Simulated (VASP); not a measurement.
TiO: equation of state with PBEsol

Crystal: TiO.

```
Ti O
1.0
     2.85161    0.00000    0.00000
    -1.42580    2.46956    0.00000
     0.00000    0.00000    5.56750
Ti O
2 2
Direct
  0.66667 0.33333 0.75000
  0.33333 0.66667 0.25000
  0.00000 0.00000 0.50000
  0.00000 0.00000 0.00000
```

The cell comes from a database or a generator and needn't be the stable form of this composition.

* Program: VASP 6.6.1
* Task: equation of state
* Functional: PBEsol
* Potentials or basis: VASP PAW PBE potentials, release 64 (Ti_sv, O)
* Cutoff: 520 eV
* k mesh: 11 × 11 × 5
* Occupations: fermi-dirac, width 0.05 eV
* Spin: no spin polarisation
* Ladder: free
* Further INCAR settings: ALGO = Normal; EDIFF = 1e-07; NBANDS = 26

- Equilibrium volume: 9.42 Å³/atom
- Bulk modulus at fixed shape and positions: 251 GPa
- Pressure derivative of the bulk modulus: 4.4

Energy against volume, from the lowest point:
| volume (Å³/atom) | energy (meV/atom) |
| --- | --- |
| 9.214 | 3.75 |
| 9.410 | 0.00 |
| 9.606 | 2.68 |
| 9.802 | 11.14 |
| 9.998 | 24.74 |
| 10.194 | 42.96 |
| 10.390 | 65.28 |

All runs of the series together: 3.3 min on 1 thread of Intel(R) Xeon(R) Platinum 8488C (Sapphire Rapids), with other jobs on the host.

Caveat: the cell was scaled at fixed shape and fractional positions, which overstates the stiffness of a crystal with free parameters, most of all of layers and chains; the PAW data sets were made with another functional, which shifts forces and pressure a little.
